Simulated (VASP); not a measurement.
# Settings for BAs: relaxation of the cell

BAs, F-43m (no. 216), 2 atoms in the cell. RSCAN; PAW potentials As, B (PBE set). VASP 6.6.1. The cell is changed on purpose: volume scaled by 0.95.

Wanted: cell volume within 0.05 %; lattice lengths within 0.03 %; shortest distances from each atom, periodic images included within 0.002 Å.

What the run is for: cell; Accuracy asked: tight.

The series start from Plane-wave cutoff (eV): 480; k-point mesh: 7 × 7 × 7; Relaxation passes: 2; Ionic threshold (EDIFFG): -0.005; Electronic threshold (eV): 1e-6; Precision mode (PREC): Accurate; Relaxation algorithm: IBRION=2 POTIM=0.5. Each series keeps the choices made before it, and each single choice may use up half of a tolerance. Times cover all steps of a run.

## Plane-wave cutoff (eV)

| Plane-wave cutoff (eV) | Cell volume (Å³) | Lattice lengths, largest deviation against the largest value | Shortest distances from each atom, periodic images included, largest deviation (Å) | Time (s) |
|---|---|---|---|---|
| 320 | 27.31 | 0.091 % | 0.0019 | 52 |
| 370 | 27.36 | 0.025 % | 0.0005 | 55 |
| 420 | 27.38 | 0.0012 % | 0.0000 | 60 |
| 480 | 27.38 | 0.0041 % | 0.0001 | 45 |
| 560 | 27.38 | 0.0003 % | 0.0000 | 90 |
| 670 (reference) | 27.38 | 0 % | 0.0000 | 84 |

Chosen: 420, the loosest value from which every tighter one stays within half of the tolerance.

## k-point mesh

| k-point mesh | Cell volume (Å³) | Lattice lengths, largest deviation against the largest value | Shortest distances from each atom, periodic images included, largest deviation (Å) | Time (s) |
|---|---|---|---|---|
| 4 × 4 × 4 | 27.49 | 0.14 % | 0.0028 | 39 |
| 5 × 5 × 5 | 27.41 | 0.035 % | 0.0007 | 39 |
| 7 × 7 × 7 | 27.38 | 0.0012 % | 0.0000 | 60 |
| 8 × 8 × 8 | 27.38 | 0.0003 % | 0.0000 | 55 |
| 10 × 10 × 10 (reference) | 27.38 | 0 % | 0.0000 | 68 |

Chosen: 7 × 7 × 7.

## Relaxation passes

| Relaxation passes | Cell volume (Å³) | Lattice lengths, largest deviation against the largest value | Shortest distances from each atom, periodic images included, largest deviation (Å) | Time (s) |
|---|---|---|---|---|
| 1 | 27.38 | 0 % | 0.0000 | 37 |
| 2 | 27.38 | 0 % | 0.0000 | 60 |
| 3 (reference) | 27.38 | 0 % | 0.0000 | 60 |

Chosen: 1.

## Ionic threshold (EDIFFG)

| Ionic threshold (EDIFFG) | Cell volume (Å³) | Lattice lengths, largest deviation against the largest value | Shortest distances from each atom, periodic images included, largest deviation (Å) | Time (s) |
|---|---|---|---|---|
| -0.05 | 27.38 | 0.0053 % | 0.0001 | 36 |
| -0.02 | 27.38 | 0.0053 % | 0.0001 | 36 |
| -0.01 | 27.38 | 0.0053 % | 0.0001 | 36 |
| -0.005 | 27.38 | 0.0053 % | 0.0001 | 37 |
| -0.002 (reference) | 27.38 | 0 % | 0.0000 | 82 |

Chosen: -0.05.

## Electronic threshold (eV)

| Electronic threshold (eV) | Cell volume (Å³) | Lattice lengths, largest deviation against the largest value | Shortest distances from each atom, periodic images included, largest deviation (Å) | Time (s) |
|---|---|---|---|---|
| 0.0001 | 27.37 | 0.017 % | 0.0003 | 28 |
| 1e-5 | 27.37 | 0.017 % | 0.0003 | 34 |
| 1e-6 | 27.38 | 0.0003 % | 0.0000 | 36 |
| 1e-7 (reference) | 27.38 | 0 % | 0.0000 | 46 |

Chosen: 1e-6.

## Precision mode (PREC)

| Precision mode (PREC) | Cell volume (Å³) | Lattice lengths, largest deviation against the largest value | Shortest distances from each atom, periodic images included, largest deviation (Å) | Time (s) |
|---|---|---|---|---|
| Normal | 27.38 | 0.0003 % | 0.0000 | 35 |
| Accurate (reference) | 27.38 | 0 % | 0.0000 | 36 |

Chosen: Normal.

## Relaxation algorithm

| Relaxation algorithm | Cell volume (Å³) | Lattice lengths, largest deviation against the largest value | Shortest distances from each atom, periodic images included, largest deviation (Å) | Time (s) |
|---|---|---|---|---|
| IBRION=2 POTIM=0.5 | 27.38 | 0 % | 0.0000 | 35 |
| IBRION=2 POTIM=0.2 | 27.4 | 0.019 % | 0.0004 | 32 |
| IBRION=1 POTIM=0.5 | 27.44 | 0.069 % | 0.0014 | 34 |
| IBRION=1 POTIM=0.2 | 27.36 | 0.03 % | 0.0006 | 32 |

Chosen: IBRION=2 POTIM=0.5; no other choice that stays within half of the tolerance saves 30 % of the time.

## All choices together

| Input | Cell volume (Å³) | Lattice lengths, largest deviation against the largest value | Shortest distances from each atom, periodic images included, largest deviation (Å) | Time (s) |
|---|---|---|---|---|
| the program's defaults (naive) | 27.31 | 0.078 % | 0.0016 | 7.3 |
| chosen settings | 27.38 | 0.0086 % | 0.0002 | 35 |
| reference settings throughout | 27.37 | 0 % | 0.0000 | 331 |

The tolerance is met.

Values of the reference run: Lattice lengths: 3.383, 3.383, 3.383 Å; Shortest distances from each atom, periodic images included: 2.072, 2.072, 2.072, 2.072, 2.072, 2.072, 2.072, 2.072 Å.

## The input

INCAR.step1:
```
ALGO = Normal
EDIFF = 1E-6
EDIFFG = -0.05
EFERMI = MIDGAP
ENCUT = 420
GGA_COMPAT = False
IBRION = 2
ISIF = 3
ISMEAR = 0
LASPH = True
LCHARG = False
LMIXTAU = True
LREAL = False
LWAVE = False
METAGGA = RSCAN
NELM = 120
NELMIN = 4
NSW = 80
POTIM = 0.5
PREC = Normal
SIGMA = 0.03
```

INCAR.step2, as INCAR.step1 but for:
```
- EDIFFG = -0.05
- IBRION = 2
- ISIF = 3
- NELMIN = 4
- NSW = 80
- POTIM = 0.5
+ ISIF = 2
```

KPOINTS:
```
Automatic mesh
0
Gamma
  7 7 7
  0 0 0
```

POSCAR.step1:
```
BAs
1.0
    0.0000000000      2.3480091269      2.3480091269
    2.3480091269      0.0000000000      2.3480091269
    2.3480091269      2.3480091269      0.0000000000
As B
1 1
Direct
    0.7500000000      0.7500000000      0.7500000000
    0.0000000000      0.0000000000      0.0000000000
```

Commands (each step's output is kept before the next begins):
```
cat potpaw_PBE.64/As/POTCAR potpaw_PBE.64/B/POTCAR > POTCAR
cp INCAR.step1 INCAR
cp POSCAR.step1 POSCAR
mpirun -np 1 vasp_std > vasp.out
cp CONTCAR POSCAR
cp INCAR.step2 INCAR
mpirun -np 1 vasp_std > vasp.out
```

The chosen input took VASP 6.6.1 35 s on 1 core (Intel Xeon 6975P-C (Granite Rapids)), a shared host.
